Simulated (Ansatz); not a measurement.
Wanted: the native input for an Ansatz 0.2.0 run.

* Task: relaxation of cell and atoms
* Functional: r2SCAN
* Dispersion: rVV10
* Potentials or basis: Ansatz PAW
* Cutoff: 500 eV (not typed: the program's choice for these potentials)
* k mesh: 5 × 5 × 5
* Occupations: fermi-dirac, width 0.05 eV
* Spin: no spin polarisation

CsPbCl3:

```
CELL_PARAMETERS angstrom
5.60500 0.00000 0.00000
0.00000 5.60500 0.00000
0.00000 0.00000 5.60500
ATOMIC_POSITIONS crystal
Pb 0.50000 0.50000 0.50000
Cs 0.00000 0.00000 0.00000
Cl 0.50000 0.00000 0.50000
Cl 0.00000 0.50000 0.50000
Cl 0.50000 0.50000 0.00000
```

The input as run:

input.yaml

```yaml
crystal:
  lattice:
    - [5.605, 0.0, 0.0]
    - [0.0, 5.605, 0.0]
    - [0.0, 0.0, 5.605]
  atoms:
    - { symbol: Pb, position: [0.5, 0.5, 0.5] }
    - { symbol: Cs, position: [0.0, 0.0, 0.0] }
    - { symbol: Cl, position: [0.5, 0.0, 0.5] }
    - { symbol: Cl, position: [0.0, 0.5, 0.5] }
    - { symbol: Cl, position: [0.5, 0.5, 0.0] }
hamiltonian:
  xc: r2scan
  pseudopotentials: { kind: paw }
  dispersion: rvv10
kpoints:
  mp_grid: { grid: [5, 5, 5] }
scf:
  occupations: { method: fermi_dirac, width: 0.05 }
output:
  forces: true
  stress: true
  eigenvalues: true
relax:
  f_tol: 0.01
  max_steps: 40
  cell: { stress_tol: 0.05 }
```

Potentials or basis: Ansatz PAW.

The run is started by

```console
$ ansatz run input.yaml --threads 2 --pin off --max-ram 5632MiB --backend cpu --events-out ev --progress --plain --runs-dir out
```

It gave:

```json
{
  "Relaxed volume": "35.59 Å³/atom",
  "Relaxed cell": "a = 5.625 Å, b = 5.625 Å, c = 5.625 Å, α = 90.00°, β = 90.00°, γ = 90.00°",
  "Space group after relaxing (to 0.05 Å)": "Pm-3m (No. 221)",
  "Energy gained by relaxing": "0.3 meV/atom",
  "Ionic steps": "4",
  "Pressure after relaxing": "0.0 GPa",
  "Band gap on the k mesh": "3.30 eV, direct"
}
```

Caveat: odd divisions of the mesh miss points on the zone boundary, where band edges often lie, so the gap on the mesh can be too wide; the plane-wave basis is chosen anew once the cell has moved, so the energies of steps on either side of that aren't comparable; spin-orbit coupling is left out, which as a rule narrows the gap of such compounds by several tenths of an eV; the PAW data sets come from PBE, with cores solved anew for the run's functional, which leaves a small shift of forces and pressure.

Wall time 28 s on 2 threads of Arm Neoverse V2, on a shared host, peak memory 0.96 GiB.
